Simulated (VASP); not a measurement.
Cu3Au (Auricupride):

```xyz
4
Lattice="3.7400 0.0000 0.0000 0.0000 3.7400 0.0000 0.0000 0.0000 3.7400" Properties=species:S:1:pos:R:3 pbc="T T T"
Au    0.0000    0.0000    0.0000
Cu    1.8700    1.8700    0.0000
Cu    1.8700    0.0000    1.8700
Cu    0.0000    1.8700    1.8700
```

| Property | Result |
| --- | --- |
| Program | VASP 6.6.1 |
| Task | relaxation of cell and atoms |
| Functional | PW91 |
| Potentials or basis | VASP PAW PBE potentials, release 64 (Au, Cu) |
| Cutoff | 600 eV |
| k mesh | 7 × 7 × 7 |
| Occupations | fermi-dirac, width 0.05 eV |
| Spin | no spin polarisation |

At the start: pressure 6.0 GPa; volume 13.08 Å³/atom.

Problem. How do energy, volume and symmetry change on relaxing?

Solution. Over 3 steps the energy falls by 8.9 meV/atom and the volume is 13.59 Å³/atom (+3.9 %); space group Pm-3m (No. 221, to 0.05 Å).

Step by step:
```
step  energy change (eV)  largest force (eV/Å)  pressure (GPa)  volume (Å³)
   1              0.0000                0.0000            5.96        52.31
   2             -0.0127                0.0000           -4.23        56.08
   3             -0.0357                0.0000            0.03        54.35
```

Final structure:
```yaml
crystal:
  lattice:
    - [3.78782, 0.00000, 0.00000]
    - [0.00000, 3.78782, 0.00000]
    - [0.00000, 0.00000, 3.78782]
  atoms:
    - { symbol: Au, position: [0.00000, 0.00000, 0.00000] }
    - { symbol: Cu, position: [0.50000, 0.50000, 0.00000] }
    - { symbol: Cu, position: [0.50000, 0.00000, 0.50000] }
    - { symbol: Cu, position: [0.00000, 0.50000, 0.50000] }
```

Caveat: the PAW data sets were made with another functional, which shifts forces and pressure a little.
